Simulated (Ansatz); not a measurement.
Compressing Ti₃Si

Method: DFT r2SCAN, scalar-relativistic, plane waves, PAW (Ansatz). (500 eV cutoff, 6×6×8 k-mesh, Gaussian smearing of 0.10 eV, no spin polarisation)

Starting point, cell and atoms relaxed:

```
CELL_PARAMETERS angstrom
5.62856 0.00000 0.00000
-2.81428 4.87448 0.00000
0.00000 0.00000 4.50395
ATOMIC_POSITIONS crystal
Ti 0.34370 0.17185 0.75000
Ti 0.82815 0.17185 0.75000
Ti 0.82815 0.65630 0.75000
Ti 0.65630 0.82815 0.25000
Ti 0.17185 0.82815 0.25000
Ti 0.17185 0.34370 0.25000
Si 0.33333 0.66667 0.75000
Si 0.66667 0.33333 0.25000
```

Cell and atoms are relaxed at each pressure within the symmetry of the start, at zero temperature, so transitions that lower the symmetry aren't seen. The k-mesh given is that at zero pressure and may differ at others. a, b and c are the lengths of the cell vectors above.

```tsv
P (GPa)	V (Å³/atom)	V/V0	a (Å)	b (Å)	c (Å)
-2	15.67	1.015	5.656	5.656	4.525
0	15.45	1.000	5.629	5.629	4.504
2	15.24	0.986	5.603	5.603	4.484
5	14.95	0.968	5.566	5.566	4.457
10	14.52	0.940	5.511	5.511	4.416
20	13.80	0.893	5.414	5.414	4.348
```

What bulk modulus and pressure derivative fit these points?

A third-order Birch–Murnaghan fit gives B0 = 144 GPa and B0' = 3.7.

Which cell vector or vectors give way most up to 20 GPa?

a and b: the changes are a -3.8 %, b -3.8 %, c -3.5 %.